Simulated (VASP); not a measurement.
# Re (R-3m) in VASP: equation of state

How stiff is Re in PBE, and what volume does it want? The cell is scaled to several volumes.

All numbers are computed with VASP 6.6.1; they aren't measurements. Logs are shortened: lines on timing, memory, paths and dates and some standing lists are left out, and cuts for length are marked.

### Step 1. The structure

Symmetry: R-3m, No. 166, trigonal system. Conventional cell: a = 2.768 Å, b = 2.768 Å, c = 20.096 Å, α = 90.00°, β = 90.00°, γ = 120.00°. Re (site symmetry 3m) has 12 Re at 2.74 to 2.77 Å as nearest neighbours. Re (site symmetry -3m) is surrounded by 12 Re at 2.75 to 2.77 Å.

This isn't the form of Re at room conditions, which is hcp.

### Step 2. Equation of state, PBE, 13.93 Å³/atom (volume scaled by 0.94)

INCAR reads:

```
SYSTEM = Re
  PREC = Accurate
  ENCUT = 520
  EDIFF = 1E-7
  ISMEAR = -1
  SIGMA = 0.05
  LREAL = .FALSE.
  LASPH = .TRUE.
  NELM = 80
  ALGO = Normal
  ISIF = 2
  LWAVE = .FALSE.
  LCHARG = .FALSE.
  GGA = PE
  NBANDS = 18
```

KPOINTS reads:

```
Automatic mesh
0
G
  11 11 11
  0 0 0
```

POSCAR reads:

```
Re
1.0
    1.3556718956      0.7826975339      6.5618634312
   -1.3556718956      0.7826975339      6.5618634312
    0.0000000000     -1.5653950678      6.5618634312
Re
3
Direct
    0.7778261200      0.7778261200      0.7778261200
    0.2221738800      0.2221738800      0.2221738800
    0.0000000000      0.0000000000      0.0000000000
```

Potentials or basis: VASP PAW PBE potentials, release 64 (Re).

Command:

```
$ cat potpaw_PBE.64/Re/POTCAR > POTCAR
$ mpirun -np 1 vasp_std > vasp.out
```

OUTCAR:

```text
SYSTEM = Re
   PREC = Accurate
   ENCUT = 520
   EDIFF = 1E-7
   ISMEAR = -1
   LREAL = .FALSE.
   LASPH = .TRUE.
   NELM = 80
   ISIF = 2
   GGA = PE

 Found    146 irreducible k-points:

 Following reciprocal coordinates:
            Coordinates               Weight
  0.000000  0.000000  0.000000      1.000000
  0.090909  0.000000 -0.000000      6.000000
  0.181818  0.000000 -0.000000      6.000000
  0.272727  0.000000 -0.000000      6.000000
  0.363636 -0.000000 -0.000000      6.000000
  0.454545  0.000000 -0.000000      6.000000
   k-points           NKPTS =    146   k-points in BZ     NKDIM =    146   number of bands    NBANDS=     18
   number of dos      NEDOS =    301   number of ions     NIONS =      3
   total plane-waves  NPLWV = 125000
   dimension x,y,z NGX =    50 NGY =   50 NGZ =   50
   dimension x,y,z NGXF=   100 NGYF=  100 NGZF=  100
   ions per type =               3
   NGX,Y,Z   is equivalent  to a cutoff of  12.32, 12.32, 12.32 a.u.
   NGXF,Y,Z  is equivalent  to a cutoff of  24.64, 24.64, 24.64 a.u.
 SYSTEM =  Re
   PREC   = accura    normal or accurate (medium, high low for compatibility)
   ISTART =      0    job   : 0-new  1-cont  2-samecut
   ICHARG =      2    charge: 1-file 2-atom 10-const
   ISPIN  =      1    spin polarized calculation?
   LNONCOLLINEAR =      F non collinear calculations
   LSORBIT =      F    spin-orbit coupling
   LASPH  =      T    aspherical Exc in radial PAW
   ENCUT  =  520.0 eV  38.22 Ry    6.18 a.u.  12.54 12.54 12.54*2*pi/ulx,y,z
   NELM   =     80;   NELMIN=  2; NELMDL= -5     # of ELM steps
   EDIFF  = 0.1E-06   stopping-criterion for ELM
   LREAL  =      F    real-space projection
   EDIFFG = 0.1E-05   stopping-criterion for IOM
   NSW    =      0    number of steps for IOM
   IBRION =     -1    ionic relax: 0-MD 1-quasi-New 2-CG
   NFREE  =      0    steps in history (QN), initial steepest desc. (CG)
   ISIF   =      2    stress and relaxation
   ISYM   =      2    0-nonsym 1-usesym 2-fastsym
   POTIM  = 0.5000    time-step for ionic-motion
   TEBEG  =    0.0;   TEEND  =   0.0 temperature during run
   PSTRESS=    0.0 pullay stress
   NELECT =      21.0000    total number of electrons
   NUPDOWN=      -1.0000    fix difference up-down
   EMIN   =  10.00;   EMAX   =-10.00  energy-range for DOS
   EFERMI =   0.00;   METHOD = LEGACY
   ISMEAR =    -1;   SIGMA  =   0.05  broadening in eV -4-tet -1-fermi 0-gaus
   EFERMI_NEDOS =   21; number of points for ismear=-14 and -15
   IALGO  =     38    algorithm
   IMIX   =      4    mixing-type and parameters
     AMIX     =   0.40;   BMIX     =  1.00
     AMIX_MAG =   1.60;   BMIX_MAG =  1.00
  volume/ion in A,a.u.               =      13.93        93.97
  Fermi-wavevector in a.u.,A,eV,Ry     =   1.301684  2.459826 23.053460  1.694381
  Thomas-Fermi vector in A             =   2.432802
   LORBIT       =      0    0 simple, 1 ext, 2 COOP (PROOUT), +10 PAW based schemes
   GGA     = PE    functional components
   LHFCALC =     F    Hartree Fock is set to
   AEXX    =    0.0000 exact exchange contribution
   IVDW    =     0    specifies the selected vdW correction
   LEPSILON=     F    determine dielectric tensor
   LRPA    =     F    only Hartree local field effects (RPA)
 non-spin polarized calculation
  energy-cutoff  :      520.00
  volume of cell :       41.78
 maximum number of plane-waves:      1140
 NGX is ok and might be reduce to    50
   NGX = 25   NGY = 25   NGZ = 25

 number of electron      21.0000000 magnetization

 Free energy of the ion-electron system (eV)
  ---------------------------------------------------
  ext. energy  EPLUGINS =         0.00000000
  ---------------------------------------------------
  free energy    TOTEN  =       -36.96693341 eV

  energy without entropy =      -36.94493688  energy(sigma->0) =      -36.95593514

 E-fermi :   8.6812     XC(G=0): -14.0365

 val. band max:        8.6669970769   @ k =   0.3636   0.1818   0.1818
 cond. band min:       8.6844163315   @ k =  -0.0909   0.1818   0.0909
 fundamental gap:      0.0174192546
 Fermi energy:         8.6812200988

 k-point     1 :       0.0000    0.0000    0.0000
  band No.  band energies     occupation
      1      -1.6646      2.00000
      2       1.4460      2.00000
      3       1.5137      2.00000
      4       6.5333      2.00000
      5       6.5333      2.00000
      6       6.8078      2.00000
[... 10 lines left out ...]
     17      12.1159      0.00000
     18      12.1159      0.00000

 k-point     2 :       0.0909    0.0000   -0.0000
  band No.  band energies     occupation
      1      -1.3013      2.00000
      2       1.7784      2.00000
      3       1.8895      2.00000
      4       5.8283      2.00000
      5       6.0554      2.00000
      6       6.4116      2.00000
[... 10 lines left out ...]
     17      12.1165      0.00000
     18      12.5938      0.00000

 k-point     3 :       0.1818    0.0000   -0.0000
  band No.  band energies     occupation
      1      -0.3109      2.00000
      2       2.5194      2.00000
      3       2.8394      2.00000
      4       4.6910      2.00000
      5       5.1072      2.00000
      6       5.7314      2.00000
[... 10 lines left out ...]
     17      12.5122      0.00000
     18      13.8725      0.00000

 k-point     4 :       0.2727    0.0000   -0.0000
  band No.  band energies     occupation
      1       0.9455      2.00000
      2       2.6717      2.00000
      3       3.3780      2.00000
      4       3.9974      2.00000
      5       4.4095      2.00000
      6       5.5537      2.00000
[... 10 lines left out ...]
     17      13.0308      0.00000
     18      15.1011      0.00000

 k-point     5 :       0.3636   -0.0000   -0.0000
  band No.  band energies     occupation
      1       1.6831      2.00000
      2       2.3072      2.00000
      3       2.9494      2.00000
      4       3.6073      2.00000
      5       3.8923      2.00000
      6       6.1860      2.00000
[... 10 lines left out ...]
     17      13.4084      0.00000
     18      15.9641      0.00000

 k-point     6 :       0.4545    0.0000   -0.0000
  band No.  band energies     occupation
      1       1.5859      2.00000
      2       2.2958      2.00000
      3       2.5627      2.00000
      4       3.4479      2.00000
      5       3.5484      2.00000
      6       6.4642      2.00000
[... 10 lines left out ...]
     17      14.1522      0.00000
     18      16.1155      0.00000

 [... further k-points ...]

------------------------ aborting loop because EDIFF is reached ----------------------------------------

  FORCE on cell =-STRESS in cart. coord.  units (eV):
  Direction    XX          YY          ZZ          XY          YZ          ZX
  --------------------------------------------------------------------------------------
  -------------------------------------------------------------------------------------
  Total        7.9668033      7.9668033      8.0219764      0.0000000      0.0000000      0.0000000
  in kB      305.5397231    305.5397231    307.6556996      0.0000000      0.0000000      0.0000000
  external PRESSURE =     306.2450486 kB  Pullay stress =       0.0000000 kB

 VOLUME and BASIS-vectors are now :
 -----------------------------------------------------------------------------
  energy-cutoff  :      520.00
  volume of cell :       41.78
      direct lattice vectors                 reciprocal lattice vectors
     1.355671896  0.782697534  6.561863431     0.368820805  0.212938791  0.050798578
    -1.355671896  0.782697534  6.561863431    -0.368820805  0.212938791  0.050798578
     0.000000000 -1.565395068  6.561863431     0.000000000 -0.425877582  0.050798578

 POSITION                                       TOTAL-FORCE (eV/Angst)
 -----------------------------------------------------------------------------------
      0.00000      0.00000     15.31197         0.000000     -0.000000      0.017632
      0.00000      0.00000      4.37362         0.000000      0.000000     -0.017632
      0.00000      0.00000      0.00000        -0.000000     -0.000000     -0.000000
 -----------------------------------------------------------------------------------
    total drift:                               -0.000000      0.000000     -0.000000

  FREE ENERGIE OF THE ION-ELECTRON SYSTEM (eV)
  ---------------------------------------------------
  free  energy   TOTEN  =       -36.9669334063 eV

  energy  without entropy=      -36.9449368822  energy(sigma->0) =      -36.95593514
```

stdout:

```text
POSCAR found type information on POSCAR Re
 POSCAR found :  1 types and       3 ions
 scaLAPACK will be used
 LDA part: xc-table for (Slater+PW92), standard interpolation
 POSCAR, INCAR and KPOINTS ok, starting setup
 FFT: planning ... GRIDC
 FFT: planning ... GRID_SOFT
 FFT: planning ... GRID
 WAVECAR not read
 entering main loop
```

Run time: 7.2 min. Hardware: 1 thread of AMD EPYC 9R45 (Zen 5), shared host; peak memory 0.36 GiB.

Results:

```yaml
Free_energy: -36.9669 eV
Pressure: 30.6 GPa
Largest_force: 0.018 eV/Å
Band_gap_on_the_k_mesh: none (metal or under the smearing width)
```

### Step 3. Equation of state, PBE, 14.22 Å³/atom (volume scaled by 0.96)

INCAR reads:

```
SYSTEM = Re
ALGO = Normal ; EDIFF = 1E-7
ENCUT = 520 ; GGA = PE
ISIF = 2 ; ISMEAR = -1
LASPH = .True. ; LCHARG = .False.
LREAL = .False. ; LWAVE = .False.
NBANDS = 18 ; NELM = 80
PREC = Accurate ; SIGMA = 0.05
```

KPOINTS reads:

```
k-points
0
Gamma
  11 11 11
  0 0 0
```

POSCAR reads:

```
Re
1.0
    1.3652191954      0.7882096700      6.6080752596
   -1.3652191954      0.7882096700      6.6080752596
    0.0000000000     -1.5764193399      6.6080752596
Re
3
Direct
    0.7778261200      0.7778261200      0.7778261200
    0.2221738800      0.2221738800      0.2221738800
    0.0000000000      0.0000000000      0.0000000000
```

Potentials or basis: VASP PAW PBE potentials, release 64 (Re).

Command:

```
$ cat potpaw_PBE.64/Re/POTCAR > POTCAR
$ mpirun -np 1 vasp_std > vasp.out
```

It took 8.6 min on 1 thread of AMD EPYC 9R45 (Zen 5), shared host; peak memory 0.41 GiB.

The run converged. Its results:

* Free energy: -37.1090 eV
* Pressure: 20.5 GPa
* Band gap on the k mesh: none (metal or under the smearing width)

### Step 4. Equation of state, PBE, 14.52 Å³/atom (volume scaled by 0.98)

INCAR reads:

```
ALGO = Normal ; EDIFF = 1E-7
ENCUT = 520 ; GGA = PE
ISIF = 2 ; ISMEAR = -1
LASPH = T ; LCHARG = F
LREAL = F ; LWAVE = F
NBANDS = 18 ; NELM = 100
PREC = Accurate ; SIGMA = 0.05
```

KPOINTS reads:

```
k-points
0
Gamma
  11 11 11
```

POSCAR reads:

```
Re
1.0
    1.3746347977      0.7936457705      6.6536496326
   -1.3746347977      0.7936457705      6.6536496326
    0.0000000000     -1.5872915410      6.6536496326
Re
3
Direct
    0.7778261200      0.7778261200      0.7778261200
    0.2221738800      0.2221738800      0.2221738800
    0.0000000000      0.0000000000      0.0000000000
```

Command:

```
$ cat potpaw_PBE.64/Re/POTCAR > POTCAR
$ mpirun -np 1 vasp_std > vasp.out
```

It took 8.7 min on 1 thread of AMD EPYC 9R45 (Zen 5), shared host; peak memory 0.41 GiB.

The run converged. Its results:

| Item | Value |
| --- | --- |
| Free energy | -37.1979 eV |
| Pressure | 11.4 GPa |
| Largest force | 0.018 eV/Å |
| Band gap on the k mesh | none (metal or under the smearing width) |

### Step 5. Equation of state, PBE, 15.11 Å³/atom (volume scaled by 1.02)

INCAR reads:

```
PREC     = Accurate       # precision mode
ENCUT    = 520            # plane-wave cutoff, eV
EDIFF    = 1E-7           # SCF threshold, eV
ISMEAR   = -1             # smearing method
SIGMA    = 0.05           # smearing width, eV
LREAL    = False          # projectors in reciprocal space
LASPH    = True           # aspherical terms in the spheres
NELM     = 60             # most SCF steps
ALGO     = Normal         # electronic algorithm
ISIF     = 2              # what is computed and relaxed
LWAVE    = False          # write WAVECAR
LCHARG   = False          # write CHGCAR
GGA      = PE             # functional
NBANDS   = 18             # bands
```

KPOINTS reads:

```
regular mesh
0
Gamma
  11 11 11
```

POSCAR reads:

```
Re
1.0
    1.3930884735      0.8043000052      6.7429710243
   -1.3930884735      0.8043000052      6.7429710243
    0.0000000000     -1.6086000104      6.7429710243
Re
3
Direct
    0.7778261200      0.7778261200      0.7778261200
    0.2221738800      0.2221738800      0.2221738800
    0.0000000000      0.0000000000      0.0000000000
```

Command:

```
$ cat potpaw_PBE.64/Re/POTCAR > POTCAR
$ mpirun -np 1 vasp_std > vasp.out
```

Wall time 8.8 min (1 thread of AMD EPYC 9R45 (Zen 5), shared host); peak memory 0.4 GiB.

It converged, with:

| Property | Result |
| --- | --- |
| Free energy | -37.2375 eV |
| Pressure | -4.0 GPa |
| Largest force | 0.039 eV/Å |
| Band gap on the k mesh | none (metal or under the smearing width) |

### Step 6. Equation of state, PBE, 15.41 Å³/atom (volume scaled by 1.04)

INCAR reads:

```
PREC = Accurate
ENCUT = 520
EDIFF = 1E-7
ISMEAR = -1
SIGMA = 0.05
LREAL = False
LASPH = True
NELM = 80
ALGO = Normal
ISIF = 2
LWAVE = False
LCHARG = False
GGA = PE
NBANDS = 18
```

KPOINTS is that of step 5.

POSCAR reads:

```
Re
1.0
    1.4021347560      0.8095228789      6.7867577774
   -1.4021347560      0.8095228789      6.7867577774
    0.0000000000     -1.6190457577      6.7867577774
Re
3
Direct
    0.7778261200      0.7778261200      0.7778261200
    0.2221738800      0.2221738800      0.2221738800
    0.0000000000      0.0000000000      0.0000000000
```

Potentials or basis: VASP PAW PBE potentials, release 64 (Re).

Command:

```
$ cat potpaw_PBE.64/Re/POTCAR > POTCAR
$ mpirun -np 1 vasp_std > vasp.out
```

Wall time 9.2 min (1 thread of AMD EPYC 9R45 (Zen 5), shared host); peak memory 0.41 GiB.

It converged, with:

* Free energy: -37.1974 eV
* Pressure: -10.6 GPa
* Largest force: 0.046 eV/Å
* Band gap on the k mesh: none (metal or under the smearing width)

### Step 7. Equation of state, PBE

Potentials or basis: VASP PAW PBE potentials, release 64 (Re).

This step only gathers the single runs of the series.

What came out:

```
Equilibrium volume                        : 14.95 Å³/atom
Bulk modulus at fixed shape and positions : 371 GPa
Pressure derivative of the bulk modulus   : 4.4
```

Energy against volume, from the lowest point:
```csv
volume (Å³/atom),energy (meV/atom)
13.925,90.74
14.222,43.38
14.518,13.74
14.814,0.00
15.110,0.55
15.407,13.90
```

Caveat: the cell was scaled at fixed shape and fractional positions, which overstates the stiffness of a crystal with free parameters, most of all of layers and chains. Spin-orbit coupling is left out, which matters for the levels of Re.
